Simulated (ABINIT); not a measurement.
Set up this calculation in ABINIT 10.8.3 (patched build), as the native input.

```
Task                    : single point
Functional              : PBE0
Potentials or basis     : SG15 NC PBE v1.2
Cutoff                  : 599 eV
k mesh                  : 3 × 3 × 3
Occupations             : fermi-dirac, width 0.05 eV
Spin                    : no spin polarisation
Share of exact exchange : 0.25
Most SCF steps          : 60
```

The system is Sb.

```
Sb
1.0
     2.15420    1.24373    3.75800
    -2.15420    1.24373    3.75800
     0.00000   -2.48746    3.75800
Sb
2
Direct
  0.76651 0.76651 0.76651
  0.23349 0.23349 0.23349
```

The input as run:

run.abi

```
# Pseudopotentials
pp_dirpath "./"
pseudos "Sb_ONCV_PBE-1.2.upf"

# Structure
acell 3*1.0
rprim
     4.0708480177     2.3503051989     7.1015907763
    -4.0708480177     2.3503051989     7.1015907763
     0.0000000000    -4.7006103977     7.1015907763
ntypat 1
znucl 51
natom 2
typat 1 1
xcart
     0.0000000000     0.0000000000    16.3303210379
     0.0000000000     0.0000000000     4.9744512911

# Plane-wave basis
ecut 22.0

# k points
kptopt 1
ngkpt 3 3 3
nshiftk 1
shiftk 0.0 0.0 0.0

# Exchange and correlation
ixc 41
hyb_mixing 0.25

# Bands and occupations
nband 19
occopt 3
tsmear 0.05 eV

# SCF cycle
nstep 60
toldfe 1.0e-7

# Output
iomode 3
prtwf 0
prteig 0
prtebands 0
enunit 2
prtvol 2
prtden 1
prtvha 1
prtvclmb 1
prtpot 1
prtelf 1
```

Potentials or basis: SG15 NC PBE v1.2.

Run with:

```sh
$ mpirun --bind-to none -np 4 abinit run.abi > log 2>&1
```

It gave:

The pressure is -0.9 GPa. The largest force is 0.736 eV/Å. The band gap on the k mesh is 2.04 eV, indirect (least direct gap 2.12 eV) and the valence electrons inside the program's atomic spheres are Sb 10.96 (radii [1.0584] Å).

Caveat: the k mesh is coarse (spacing up to 0.59 Å⁻¹), so the values aren't converged, least of all with exact exchange; exact exchange is summed on a coarse mesh, which widens gaps by tenths of an eV; the potentials were made for another functional, which shifts forces and pressure; spin-orbit coupling is left out, which moves the levels of the heavy elements; an odd mesh through Γ misses points on the zone boundary, where band edges often lie.

It took 5.4 min on 4 MPI ranks on Arm Neoverse V1, with other jobs on the host, peak memory 0.32 GiB a rank.
